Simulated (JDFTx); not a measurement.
# Ru: equation of state with PBE

Ru:

```xyz
2
Lattice="2.7058 0.0000 0.0000 -1.3529 2.3433 0.0000 0.0000 0.0000 4.2819" Properties=species:S:1:pos:R:3 pbc="T T T"
Ru    1.3529    0.7811    3.2114
Ru    0.0000    1.5622    1.0705
```

| Item | Value |
| --- | --- |
| Program | JDFTx 1.7.0 (patched build) |
| Task | equation of state |
| Functional | PBE |
| Potentials or basis | PseudoDojo-SR-PBE-0.5-standard |
| Cutoff | 1143 eV |
| Density cutoff | 9143 eV |
| k mesh | 11 × 11 × 6 |
| Occupations | fermi-dirac, width 0.05 eV |
| Spin | no spin polarisation |

```json
{"Equilibrium volume": "13.79 Å³/atom", "Bulk modulus at fixed shape and positions": "311 GPa", "Pressure derivative of the bulk modulus": "4.8"}
```

Energy against volume, from the lowest point:
| volume (Å³/atom) | energy (meV/atom) |
| --- | --- |
| 12.760 | 87.51 |
| 13.032 | 45.62 |
| 13.303 | 18.08 |
| 13.575 | 3.33 |
| 13.846 | 0.00 |
| 14.118 | 6.83 |
| 14.389 | 22.71 |

Caveat: the cell was scaled at fixed shape and fractional positions, which overstates the stiffness of a crystal with free parameters, most of all of layers and chains.
